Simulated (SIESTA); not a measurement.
## Ir under changes of volume

One of the cells (14.627 Å³/atom); the others are scaled copies at fixed shape and fractional positions:

```
CELL_PARAMETERS angstrom
2.75138 0.00000 0.00000
-1.37569 2.38276 0.00000
0.00000 0.00000 4.46229
ATOMIC_POSITIONS crystal
Ir 0.33333 0.66667 0.25000
Ir 0.66667 0.33333 0.75000
```

This isn't the form of Ir at room conditions, which is fcc.

- Program: SIESTA 5.4.2
- Functional: LDA
- Potentials or basis: PseudoDojo 0.4 standard (LDA files)
- Basis: DZP (energy shift 0.003 Ry; two zetas on semicore shells)
- Grid cutoff: 800 Ry
- Energy shift: 0.003 Ry
- k mesh: 11 × 11 × 6
- Occupations: fermi-dirac, width 0.05 eV
- Spin: no spin polarisation

| volume (Å³/atom) | energy over the lowest point (meV/atom) | pressure (GPa) |
| --- | --- | --- |
| 13.749 | 8.43 | 9.2 |
| 14.042 | 0.00 | 0.4 |
| 14.335 | 6.68 | -7.2 |
| 14.627 | 26.53 | -14.1 |
| 14.920 | ? | ? |
| 15.212 | 100.02 | -25.4 |
| 15.505 | 150.82 | -29.9 |

Q: What does the run at 14.920 Å³/atom give?

A: Energy over the lowest point 58.15 meV/atom; pressure -20.1 GPa.

Worked out: A Birch-Murnaghan fit of order 3 (a polynomial in V^(-2/3)) to the other rows has its minimum at 14.05 Å³/atom with B0 = V·E''(V) = 395 GPa and B' = 5.2 at fixed shape and positions, which overstates the stiffness. It gives 58.23 meV/atom at 14.920 Å³/atom, against the run's 58.15, and -dE/dV = -20.2 GPa, against -20.1.

Energies are extrapolated to zero smearing.

Caveats: short orbitals over semicore shells can move pressures by several GPa; the basis of atomic orbitals isn't converged, which shifts pressures, moduli and gaps.
